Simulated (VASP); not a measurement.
Write the native input for VASP 6.6.1 that does the following.

| Item | Value |
| --- | --- |
| Task | single point |
| Functional | HSE06 |
| Potentials or basis | VASP PAW PBE potentials, release 64 (Te) |
| Cutoff | 300 eV |
| k mesh | 3 × 3 × 2 |
| Occupations | gaussian, width 0.01 eV |
| Spin | non-collinear spin, zero start, spin-orbit coupling |
| Starting moments | [[0.0, 0.0, 0.0], [0.0, 0.0, 0.0], [0.0, 0.0, 0.0]] μB |
| Pressure (GPa) | 0 |
| Geometry from | optB88-vdW |
| Grid for exact exchange (PRECFOCK) | Normal |
| Screening parameter | 0.2 1/A |
| Further INCAR settings | ALGO = Normal; EDIFF = 1e-06; NBANDS = 31 |

The system is Te.

```
CELL_PARAMETERS angstrom
4.47306 0.00000 0.00000
-2.23653 3.87379 0.00000
0.00000 0.00000 6.00341
ATOMIC_POSITIONS crystal
Te 0.27438 0.00000 0.33333
Te 0.00000 0.27438 0.66667
Te 0.72562 0.72562 0.00000
```

The cell was built by a generator and needn't be a form met in nature.

One way to write it, as run:

POSCAR

```
Te
1.0
    4.4730630000      0.0000000000      0.0000000000
   -2.2365315000      3.8737862000      0.0000000000
    0.0000000000      0.0000000000      6.0034100000
Te
3
Direct
    0.2743782000      0.0000000000      0.3333334000
    0.0000000000      0.2743781000      0.6666666000
    0.7256218000      0.7256219000      0.0000000000
```

INCAR.step1

```
SYSTEM = Te
PREC = Accurate
ENCUT = 300
EDIFF = 1E-5
ISMEAR = 0
SIGMA = 0.01
LREAL = .False.
LASPH = .True.
NELM = 100
ALGO = Normal
ISIF = 2
LWAVE = .True.
LCHARG = .False.
MAGMOM = 0 0 0 0 0 0 0 0 0
LORBIT = 11
LSORBIT = .True.
GGA_COMPAT = .False.
NBANDS = 31
GGA = PE
```

INCAR.step2

```
SYSTEM = Te
PREC = Accurate
ENCUT = 300
EDIFF = 1E-6
ISMEAR = 0
SIGMA = 0.01
LREAL = .False.
LASPH = .True.
NELM = 100
ALGO = Normal
ISIF = 2
LWAVE = .False.
LCHARG = .False.
MAGMOM = 0 0 0 0 0 0 0 0 0
LORBIT = 11
LSORBIT = .True.
GGA_COMPAT = .False.
GGA = PE
LHFCALC = .True.
HFSCREEN = 0.2
PRECFOCK = Normal
NBANDS = 31
ISTART = 1
```

KPOINTS

```
Automatic mesh
0
Gamma
  3 3 2
  0 0 0
```

Potentials or basis: VASP PAW PBE potentials, release 64 (Te).

Launch:

```console
$ cat potpaw_PBE.64/Te/POTCAR > POTCAR
$ cp INCAR.step1 INCAR
$ mpirun -np 1 vasp_ncl > vasp.out
$ cp INCAR.step2 INCAR
$ mpirun -np 1 vasp_ncl > vasp.out
```

It gave:

* Pressure: -1.7 GPa
* Largest force: 0.733 eV/Å
* Net moment: 0.00 μB per cell
* Valence electrons inside the program's atomic spheres: Te 3.34

Caveat: the k mesh is coarse (spacing up to 0.54 Å⁻¹), so the values aren't converged, least of all with exact exchange; the PAW data sets were made with another functional, which shifts forces and pressure a little.

Wall time 19 min on 1 thread of Intel(R) Xeon(R) Platinum 8488C (Sapphire Rapids), with other jobs on the host, peak memory 0.39 GiB.
